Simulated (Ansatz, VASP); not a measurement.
**Ag: programs and potentials compared**

The starting cell:

```xyz
1
Lattice="0.0000 2.0427 2.0427 2.0427 0.0000 2.0427 2.0427 2.0427 0.0000" Properties=species:S:1:pos:R:3 pbc="T T T"
Ag    0.0000    0.0000    0.0000
```

Alike in all runs: task relaxation of cell and atoms; functional LDA; k mesh 11 × 11 × 11; occupations fermi-dirac, width 0.05 eV; no spin polarisation; no spin-orbit coupling. LDA stands for any of its common fits.

```json
{"program and potentials": "Ansatz, Ansatz PAW", "plane-wave cutoff (eV)": "420", "notes": "potentials made for PBE, which Ansatz adapts in part; 19 valence electrons an atom on average", "equilibrium volume (Å³/atom)": "15.97"}
{"program and potentials": "VASP, LDA PAW files Ag, 600 eV", "plane-wave cutoff (eV)": "600", "notes": "11 valence electrons an atom on average", "equilibrium volume (Å³/atom)": "16.00"}
{"program and potentials": "Ansatz, all-electron LAPW, scalar-relativistic", "plane-wave cutoff (eV)": "-", "notes": "-", "equilibrium volume (Å³/atom)": "15.97"}
```

The equilibrium volume spans 15.97 (Ansatz, Ansatz PAW) to 16.00 Å³/atom (VASP, LDA PAW files Ag, 600 eV), with all-electron results at 15.97. Relaxations stop with a little pressure left, so the last digit of a volume isn't settled.

The functional is the same throughout but for its coding, so the spread measures potentials, basis and numerics; runs on potential files found faulty are left out.

The three calculations give practically the same equilibrium volume for silver, and the small difference between 15.97 and 16.00 Å³/atom is no basis for ranking the potentials. Treating the 4s and 4p shells as valence, as the count of 19 electrons implies, or leaving them in the core, as with 11, evidently matters little here. This is reasonable for a metal whose cohesion comes from the 5s and 5p states and their hybridisation with a filled 4d shell, while the 4s and 4p electrons lie deep and barely overlap between neighbours. Compensation between core treatment and other differences in the potentials can't be excluded, however.

All three volumes lie below the measured one. Since the all-electron result shares this contraction, its main source is the functional rather than the pseudisation: LDA typically overbinds metals, because it favours the more uniform densities found at shorter bond lengths. Agreement at the equilibrium volume doesn't establish equal accuracy under strong compression, where overlap of the outer core shells becomes more important.
